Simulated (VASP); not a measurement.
# TiTe2: formation energy of a vacancy on the Ti site

Wanted: what a vacancy on the Ti site costs in TiTe2 and how the lattice relaxes round it. The start is a cell from a database of measured crystal structures.

Program: VASP 6.6.1. Level of theory: PBE, no spin polarisation; plane waves and PAW (Te, Ti), in the first sound run; inputs show where later runs differ. Results are calculated unless marked as measured.

### Step 1. The host crystal

The structure is trigonal, space group P-3m1 (No. 164). The conventional cell has a = 3.777 Å, b = 3.777 Å, c = 6.498 Å, α = 90.00°, β = 90.00°, γ = 120.00°. Nearest to Te lie 3 Ti at 2.77 Å. Nearest to Ti lie 6 Te at 2.77 Å. Farther neighbours and most contacts between anions are not listed.

As a file:

```xyz
3
Lattice="3.7770 0.0000 0.0000 -1.8885 3.2710 0.0000 0.0000 0.0000 6.4980" Properties=species:S:1:pos:R:3 pbc="T T T"
Te    0.0000    2.1807    4.7903
Te    1.8885    1.0903    1.7077
Ti    0.0000    0.0000    0.0000
```

### Step 2. The host at zero pressure

The later steps need the crystal at this functional's own lattice; a raised cutoff keeps the stress reliable while the cell changes.

INCAR reads:

```
SYSTEM = TiTe2
PREC = Accurate
ENCUT = 350
EDIFF = 1E-06
NELM = 120
ISMEAR = 0
SIGMA = 0.05
LREAL = .FALSE.
ALGO = Normal
GGA = PE
NBANDS = 14
LASPH = .TRUE.
LORBIT = 11
LWAVE = .FALSE.
LCHARG = .FALSE.
KPAR = 4
IBRION = 2
NSW = 40
ISIF = 3
EDIFFG = -0.02
POTIM = 0.4
```

POSCAR reads:

```
TiTe2
1.0
    3.7770000000      0.0000000000      0.0000000000
   -1.8885000000      3.2709779501      0.0000000000
    0.0000000000      0.0000000000      6.4980000000
Te Ti
2 1
Direct
    0.3333333333      0.6666666667      0.7372000000
    0.6666666667      0.3333333333      0.2628000000
    0.0000000000      0.0000000000      0.0000000000
```

KPOINTS reads:

```
Automatic mesh
0
Gamma
6 6 3
0 0 0
```

Potentials, in the order of the species: Te and Ti (PBE family, release 64).

Run with:

```console
> mpirun -np 4 vasp_std
```

Log:

```text
[banner, memory and clock lines left out]
running    4 mpi-ranks, on    1 nodes
 distrk:  each k-point on    1 cores,    4 groups
 distr:  one band on    1 cores,    1 groups

 POSCAR found type information on POSCAR TeTi
 POSCAR found :  2 types and       3 ions
 LDA part: xc-table for (Slater+PW92), standard interpolation
 POSCAR, INCAR and KPOINTS ok, starting setup
 FFT: planning ... GRIDC
 FFT: planning ... GRID_SOFT
 FFT: planning ... GRID
 WAVECAR not read
 entering main loop
       N       E                     dE             d eps       ncg     rms          rms(c)
DAV:   1     0.608707873040E+02    0.60871E+02   -0.45689E+03   476   0.682E+02
DAV:   2    -0.125186097982E+02   -0.73389E+02   -0.66725E+02   512   0.143E+02
DAV:   3    -0.182164007982E+02   -0.56978E+01   -0.54572E+01   600   0.441E+01
DAV:   4    -0.183520288447E+02   -0.13563E+00   -0.13543E+00   602   0.755E+00
DAV:   5    -0.183543805460E+02   -0.23517E-02   -0.23516E-02   616   0.101E+00    0.135E+01
DAV:   6    -0.184169858290E+02   -0.62605E-01   -0.66109E+00   556   0.315E+01    0.125E+01
DAV:   7    -0.164923709274E+02    0.19246E+01   -0.82543E+00   580   0.400E+01    0.694E+00
DAV:   8    -0.161467211754E+02    0.34565E+00   -0.84046E-01   488   0.768E+00    0.234E+00
DAV:   9    -0.161102237634E+02    0.36497E-01   -0.14560E-01   530   0.432E+00    0.136E+00
DAV:  10    -0.161086687704E+02    0.15550E-02   -0.42364E-02   500   0.297E+00    0.845E-01
DAV:  11    -0.161032298552E+02    0.54389E-02   -0.44379E-03   518   0.959E-01    0.437E-01
DAV:  12    -0.161026823945E+02    0.54746E-03   -0.66046E-04   672   0.240E-01    0.238E-01
DAV:  13    -0.161025177386E+02    0.16466E-03   -0.22837E-04   666   0.174E-01    0.352E-02
DAV:  14    -0.161025165321E+02    0.12065E-05   -0.18503E-05   536   0.287E-02    0.286E-02
DAV:  15    -0.161025154635E+02    0.10686E-05   -0.52057E-06   536   0.218E-02    0.951E-03
DAV:  16    -0.161025150481E+02    0.41545E-06   -0.53089E-07   310   0.546E-03
   1 F= -.16102515E+02 E0= -.16102120E+02  d E =-.161025E+02
 curvature:   0.00 expect dE= 0.000E+00 dE for cont linesearch  0.000E+00
 trial: gam= 0.00000 g(F)=  0.817E-03 g(S)=  0.614E-03 ort = 0.000E+00 (trialstep = 0.100E+01)
 search vector abs. value=  0.143E-02
 bond charge predicted
       N       E                     dE             d eps       ncg     rms          rms(c)
DAV:   1    -0.161044543535E+02   -0.19389E-02   -0.33938E-02   482   0.103E+00    0.134E-01
DAV:   2    -0.161040601628E+02    0.39419E-03   -0.14250E-03   566   0.323E-01    0.127E-01
DAV:   3    -0.161038610698E+02    0.19909E-03   -0.36946E-04   494   0.272E-01    0.543E-02
DAV:   4    -0.161037134609E+02    0.14761E-03   -0.31959E-04   512   0.855E-02    0.405E-02
DAV:   5    -0.161037142569E+02   -0.79601E-06   -0.12637E-05   530   0.367E-02    0.417E-02
DAV:   6    -0.161037144475E+02   -0.19060E-06   -0.32866E-07   334   0.461E-03
   2 F= -.16103714E+02 E0= -.16103314E+02  d E =-.119940E-02
[...]
3 F= -.16104797E+02 E0= -.16104380E+02  d E =-.228157E-02
[...]
4 F= -.16105568E+02 E0= -.16105155E+02  d E =-.770893E-03
[...]
5 F= -.16106242E+02 E0= -.16105834E+02  d E =-.144501E-02
[...]
6 F= -.16106297E+02 E0= -.16105891E+02  d E =-.150054E-02
[...]
7 F= -.16106753E+02 E0= -.16106341E+02  d E =-.456082E-03
 ZBRENT: can't locate minimum, use default step
 trial-energy change:   -0.000456  1 .order   -0.000460   -0.000517   -0.000404
 step:   2.6857(harm=  3.0724)  dis= 0.00888  next Energy=   -16.107479 (dE=-0.118E-02)
 bond charge predicted
       N       E                     dE             d eps       ncg     rms          rms(c)
DAV:   1    -0.161090162282E+02   -0.22628E-02   -0.16390E-01   476   0.212E+00    0.287E-01
DAV:   2    -0.161086822372E+02    0.33399E-03   -0.79428E-03   506   0.895E-01    0.230E-01
DAV:   3    -0.161078813225E+02    0.80091E-03   -0.14655E-03   544   0.592E-01    0.107E-01
DAV:   4    -0.161074826711E+02    0.39865E-03   -0.75066E-04   512   0.237E-01    0.585E-02
DAV:   5    -0.161074508186E+02    0.31853E-04   -0.11150E-04   590   0.581E-02    0.320E-02
DAV:   6    -0.161074489612E+02    0.18574E-05   -0.14102E-05   544   0.293E-02    0.107E-02
DAV:   7    -0.161074494685E+02   -0.50730E-06   -0.13094E-06   336   0.105E-02
   8 F= -.16107449E+02 E0= -.16107002E+02  d E =-.115231E-02
 curvature:  -3.01 expect dE=-0.498E-04 dE for cont linesearch -0.226E-04
 trial: gam=-0.11254 g(F)=  0.109E-06 g(S)=  0.164E-04 ort = 0.108E-03 (trialstep = 0.107E+01)
 search vector abs. value=  0.119E-04
 reached required accuracy - stopping structural energy minimisation
```

Elapsed: 29 s, on 4 MPI ranks of Intel Xeon Platinum 8488C (Sapphire Rapids), shared host; peak memory 0.64 GiB.

Lines that name or quote the potential files are left out of all logs, and their timing lines are given in words.

Parts of OUTCAR (step 2):

```text
ion  position               nearest neighbor table
   1  0.333  0.667  0.737-   3 2.77   3 2.77   3 2.77
   2  0.667  0.333  0.263-   3 2.77   3 2.77   3 2.77
   3  0.000  0.000  0.000-   1 2.77   2 2.77   2 2.77   1 2.77   2 2.77   1 2.77

  LATTYP: Found a hexagonal cell.
 ALAT       =     3.7770000000
 C/A-ratio  =     1.7204130262

 Subroutine GETGRP returns: Found 12 space group operations
 (whereof 12 operations were pure point group operations)

The static configuration has the point symmetry D_3d.

 Found     17 irreducible k-points:

   k-points           NKPTS =     17   k-points in BZ     NKDIM =     17   number of bands    NBANDS=     14

   dimension x,y,z NGX =    24 NGY =   24 NGZ =   40
   dimension x,y,z NGXF=    48 NGYF=   48 NGZF=   80

   ENCUT  =  350.0 eV  25.72 Ry    5.07 a.u.   5.76  5.76  9.91*2*pi/ulx,y,z

   NELECT =      16.0000    total number of electrons

 k-points in reciprocal lattice and weights: Automatic mesh
   0.00000000  0.00000000  0.00000000       0.009
   0.16666667  0.00000000  0.00000000       0.056
   0.33333333  0.00000000  0.00000000       0.056
   0.50000000  0.00000000  0.00000000       0.028
   0.16666667  0.16666667  0.00000000       0.056
   0.33333333  0.16666667  0.00000000       0.111
   0.33333333  0.33333333  0.00000000       0.019
   0.00000000  0.00000000  0.33333333       0.019
   0.16666667  0.00000000  0.33333333       0.056
[...]
-0.16666667  0.50000000  0.33333333       0.111
   0.33333333  0.33333333  0.33333333       0.037

 average (electrostatic) potential at core
       1 -88.7648       2 -88.7648       3 -25.0280

 E-fermi :   5.4245

 k-point     1 :       0.0000    0.0000    0.0000
  band No.  band energies     occupation
      1      -6.8942      2.00000
      2      -5.5045      2.00000
      3       0.3353      2.00000
      4       3.7251      2.00000
      5       3.7251      2.00000
      6       5.7732      0.00000
      7       5.7841      0.00000
      8       5.7841      0.00000
      9       5.8450      0.00000
     10       6.4546      0.00000
    ...

 k-point     2 :       0.1667    0.0000    0.0000
  band No.  band energies     occupation
    ...
      3       0.6996      2.00000
      4       3.0512      2.00000
      5       3.7606      2.00000
      6       4.1878      2.00000
      7       5.1340      2.00000
      8       5.5049      0.02302
      9       5.6931      0.00000
     10       6.4530      0.00000
     11       6.6883      0.00000
     12       8.0667      0.00000
    ...

 k-point     3 :       0.3333    0.0000    0.0000
  band No.  band energies     occupation
    ...
      4       1.7255      2.00000
      5       2.3064      2.00000
      6       3.7327      2.00000
      7       4.1572      2.00000
      8       4.5069      2.00000
      9       5.5207      0.00651
     10       6.5648      0.00000
     11       6.7270      0.00000
     12       8.2116      0.00000
     13       8.5844      0.00000
    ...

  Total        0.0034166      0.0034166      0.0353858      0.0000000      0.0000000      0.0000000
  in kB        0.0667147      0.0667147      0.6909751      0.0000000      0.0000000      0.0000000
  external PRESSURE =       0.2748015 kB  Pullay stress =       0.0000000 kB

  energy-cutoff  :      350.00
  volume of cell :       82.05
      direct lattice vectors                 reciprocal lattice vectors
     3.790220783  0.000000000  0.000000000     0.263836873  0.152326290  0.000000000
    -1.895110392  3.282427484  0.000000000    -0.000000000  0.304652579  0.000000000
    -0.000000000 -0.000000000  6.595049587     0.000000000 -0.000000000  0.151628883

 POSITION                                       TOTAL-FORCE (eV/Angst)
 -----------------------------------------------------------------------------------
     -0.00000      2.18828      4.89822         0.000000      0.000000     -0.001190
      1.89511      1.09414      1.69683        -0.000000     -0.000000      0.001190
      0.00000      0.00000      0.00000        -0.000000      0.000000      0.000000
 -----------------------------------------------------------------------------------
    total drift:                                0.000000     -0.000000      0.000000

  FREE ENERGIE OF THE ION-ELECTRON SYSTEM (eV)
  ---------------------------------------------------
  free  energy   TOTEN  =       -16.1074494685 eV

  energy  without entropy=      -16.1065539621  energy(sigma->0) =      -16.10700172

 reached required accuracy - stopping structural energy minimisation

 total charge
# of ion       s       p       d       tot
------------------------------------------
    1        1.383   1.990   0.036   3.409
    2        1.383   1.990   0.036   3.409
    3        0.388   0.580   2.382   3.349
--------------------------------------------------
tot          3.155   4.559   2.454  10.168

[... 3 further parts left out ...]
```

CONTCAR:

```
TiTe2
   1.00000000000000
     3.7902207832209389    0.0000000000000000    0.0000000000000000
    -1.8951103916104695    3.2824274842273229    0.0000000000000000
    -0.0000000000000000   -0.0000000000000000    6.5950495865293588
  Te              Ti
     2     1
Direct
     0.3333333332999970    0.6666666667000030    0.7427111195087115
     0.6666666667000030    0.3333333332999970    0.2572888804912886
     0.0000000000000000    0.0000000000000000    0.0000000000000000
```

This run has no spin polarisation, so a moment on Ti, if there is one, isn't seen. The k-mesh is coarse for a metal. The data set Ti keeps the semicore shell frozen, which is cheaper and a little less accurate. The run keeps the 12 symmetry operations of its start, so it cannot find a distortion of lower symmetry.

Relaxation path:

| step | energy less that of the first step (eV) | largest force (eV/Å) | pressure (GPa) | volume (Å³) |
| --- | --- | --- | --- | --- |
| 1 | 0.0000 | 0.1029 | 0.25 | 80.28 |
| 2 | -0.0012 | 0.1024 | 0.08 | 80.67 |
| 3 | -0.0023 | 0.1022 | -0.31 | 81.56 |
| 4 | -0.0031 | 0.0673 | -0.20 | 81.58 |
| 5 | -0.0037 | 0.0083 | 0.01 | 81.61 |
| 6 | -0.0038 | 0.0140 | 0.09 | 81.62 |
| 7 | -0.0042 | 0.0108 | 0.08 | 81.73 |
| 8 | -0.0049 | 0.0012 | 0.03 | 82.05 |

| conventional cell, symmetrised | before | after | change |
| --- | --- | --- | --- |
| a (Å) | 3.777 | 3.790 | +0.4 % |
| b (Å) | 3.777 | 3.790 | +0.4 % |
| c (Å) | 6.498 | 6.595 | +1.5 % |
| volume (Å³/atom) | 26.76 | 27.35 | +2.2 % |

The atoms that moved most (Å, as changes of fractional coordinates times the final cell):

| atom | dx | dy | dz | length |
| --- | --- | --- | --- | --- |
| Te1 | 0.000 | 0.000 | 0.036 | 0.036 |
| Te2 | 0.000 | 0.000 | -0.036 | 0.036 |

Final coordinates:

```
Te Ti
1.0
     3.79022    0.00000    0.00000
    -1.89511    3.28243    0.00000
     0.00000    0.00000    6.59505
Te Ti
2 1
Direct
  0.33333 0.66667 0.74271
  0.66667 0.33333 0.25729
  0.00000 0.00000 0.00000
```

Numbers from this step:

- electronic cycles: 56
- electrons: 16
- free energy (TOTEN): -16.11 eV
- energy at zero smearing: -16.11 eV
- Fermi energy: 5.425 eV
- labelled metallic, from the levels on this mesh: yes

The run ended after 8 ionic steps, 0.005 eV below its first step, once forces and stress met EDIFFG = -0.02.

[end of part 1 of 4]

[Lines on the potential files, build, host, timing and source positions are cut from VASP's logs without a mark.]

[Logs are printed without paths, hosts, clocks, repeated set-up lines and the standing remarks that a program may print on its own settings, such as how far it seeks lower states.]

[Hosts, paths, dates, database ids (printed as entryN), source tags and the programs' standing remarks are cut or masked in the printed files.]

[In band tables of VASP the shares of atoms and orbitals are scaled to a sum of 1 inside the atoms' spheres.]

[Runs that stopped without an error message from VASP are left out.]
